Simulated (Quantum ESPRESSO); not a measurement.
**P under changes of volume**

One of the cells (20.458 Å³/atom); the others are scaled copies at fixed shape and fractional positions:

```
P
1.0
     1.64774   -5.46504    0.00000
     1.64774    5.46504    0.00000
     0.00000    0.00000    4.54364
P
4
Direct
  0.90414 0.09586 0.58882
  0.09586 0.90414 0.41118
  0.59586 0.40414 0.08882
  0.40414 0.59586 0.91118
```

```yaml
Program: Quantum ESPRESSO 7.5
Functional: LDA
Potentials_or_basis: GBRV 1.5 LDA
Cutoff: 612 eV
Density_cutoff: 4898 eV
k_mesh: 8 × 8 × 6
Occupations: fermi-dirac, width 0.05 eV
Spin: no spin polarisation
```

| volume (Å³/atom) | energy over the lowest point (meV/atom) | pressure (GPa) | gap on the mesh (eV) | largest force (eV/Å) |
| --- | --- | --- | --- | --- |
| 19.230 | 5.98 | 3.0 | 0.07 | 0.753 |
| 19.639 | 0.73 | 1.1 | 0.06 | 0.552 |
| 20.049 | 0.00 | -0.6 | 0.04 | 0.368 |
| 20.458 | ? | ? | ? | ? |
| 20.867 | 10.28 | -3.4 | 0.01 | 0.107 |
| 21.276 | 20.49 | -4.6 | 0.05 | 0.175 |
| 21.685 | 33.60 | -5.7 | 0.08 | 0.300 |

Task: What does the run at 20.458 Å³/atom give?

Result: Energy over the lowest point 3.33 meV/atom; pressure -2.1 GPa; gap on the mesh 0.02 eV; largest force 0.207 eV/Å.

Worked out: A Birch-Murnaghan fit of order 3 (a polynomial in V^(-2/3)) to the other rows has its minimum at 19.91 Å³/atom with B0 = V·E''(V) = 80 GPa and B' = 4.4 at fixed shape and positions, which overstates the stiffness. It gives 3.33 meV/atom at 20.458 Å³/atom, against the run's 3.33, and -dE/dV = -2.0 GPa, against -2.1.

Energies are extrapolated to zero smearing.

A mesh can miss the band edges.
